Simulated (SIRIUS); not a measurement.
Ta2N: equation of state with PBE

The system is Ta2N.

```
Ta N
1.0
     3.11286    0.00000    0.00000
    -1.55643    2.69582    0.00000
     0.00000    0.00000    4.86984
Ta N
2 1
Direct
  0.33333 0.66667 0.25471
  0.66667 0.33333 0.74529
  0.00000 0.00000 0.00000
```

The cell comes from a database or a generator and needn't be the stable form of this composition.

```
Program             : SIRIUS 7.12.0
Task                : equation of state
Functional          : PBE
Potentials or basis : all-electron FP-LAPW
Cutoff              : 300 eV
Basis               : apw+lo standard
k mesh              : 10 × 10 × 6
Occupations         : fermi-dirac, width 0.05 eV
Spin                : no spin polarisation
```

```yaml
Equilibrium_volume: 13.57 Å³/atom
Bulk_modulus_at_fixed_shape_and_positions: 279 GPa
Pressure_derivative_of_the_bulk_modulus: 4.3
```

Energy against volume, from the lowest point:
| volume (Å³/atom) | energy (meV/atom) |
| --- | --- |
| 12.805 | 41.07 |
| 13.077 | 16.22 |
| 13.350 | 2.93 |
| 13.622 | 0.00 |
| 13.895 | 6.41 |
| 14.167 | 21.25 |
| 14.439 | 43.58 |

All runs of the series together: 72 min on 1 thread of Arm Neoverse V1, on a shared host.

Caveat: the cell was scaled at fixed shape and fractional positions, which overstates the stiffness of a crystal with free parameters, most of all of layers and chains. Spin-orbit coupling is left out, which matters for the levels of Ta.
